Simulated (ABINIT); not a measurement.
NaF (Villiaumite):

```
Na F
1.0
     0.00000    2.32000    2.32000
     2.32000    0.00000    2.32000
     2.32000    2.32000    0.00000
Na F
1 1
Direct
  0.00000 0.00000 0.00000
  0.50000 0.50000 0.50000
```

Program: ABINIT 10.8.3 (patched build). Alike in all runs: task single point; no spin polarisation; cell as given; k mesh 8 × 8 × 8; smearing fermi-dirac 0.05 eV.

Task: Order these runs on this cell by their band gap on the k mesh, lowest first.
A. level LDA; potentials or basis PseudoDojo NC SR LDA v0.4.1 standard; cutoff (eV) 1088
B. level RPBE; potentials or basis SG15 NC PBE v1.2; cutoff (eV) 1034
C. level PBE; potentials or basis PseudoDojo NC SR PBE v0.4.1 standard; cutoff (eV) 1088

Result: A (5.97 eV), C (6.32 eV), B (6.68 eV).

A k mesh can miss the band edges.

Not every run made on this cell is shown here.
